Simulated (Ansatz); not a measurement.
PbSe (Clausthalite):

```
Pb Se
1.0
     0.00000    3.06065    3.06065
     3.06065    0.00000    3.06065
     3.06065    3.06065    0.00000
Pb Se
1 1
Cartesian
  0.0000 0.0000 0.0000
  3.0606 3.0606 3.0606
```

- Program: Ansatz 0.2.0
- Task: relaxation of cell and atoms
- Functional: PBEsol
- Dispersion: D4
- Potentials or basis: Ansatz PAW
- Cutoff: 420 eV (not typed: the program's choice for these potentials)
- k mesh: 8 × 8 × 8
- Occupations: fermi-dirac, width 0.05 eV
- Spin: no spin polarisation

At the start: volume 28.67 Å³/atom.

Task: How do energy, volume and symmetry change on relaxing?

Result: It ends after 4 steps and the volume is 27.76 Å³/atom (-3.2 %); space group Fm-3m (No. 225, to 0.05 Å).

The path:
```csv
step,energy change (eV),largest force (eV/Å),volume (Å³)
1,0.0000,0.0000,57.34
2,-0.0082,0.0000,54.58
3,-0.0106,0.0000,55.51
4,-0.0104,0.0000,55.51
```

Final structure:
```xyz
2
Lattice="0.0000 3.0278 3.0278 3.0278 0.0000 3.0278 3.0278 3.0278 0.0000" Properties=species:S:1:pos:R:3 pbc="T T T"
Pb    0.0000    0.0000    0.0000
Se    3.0278    3.0278    3.0278
```

The cell as given is a measured one (28.67 Å³/atom); PBEsol+D4 puts the equilibrium volume -3.2 % from it, thermal expansion not counted.

Caveat: the plane-wave basis is chosen anew once the cell has moved, so the energies of steps on either side of that aren't comparable; the PAW data sets come from PBE, with cores solved anew for the run's functional, which leaves a small shift of forces and pressure.
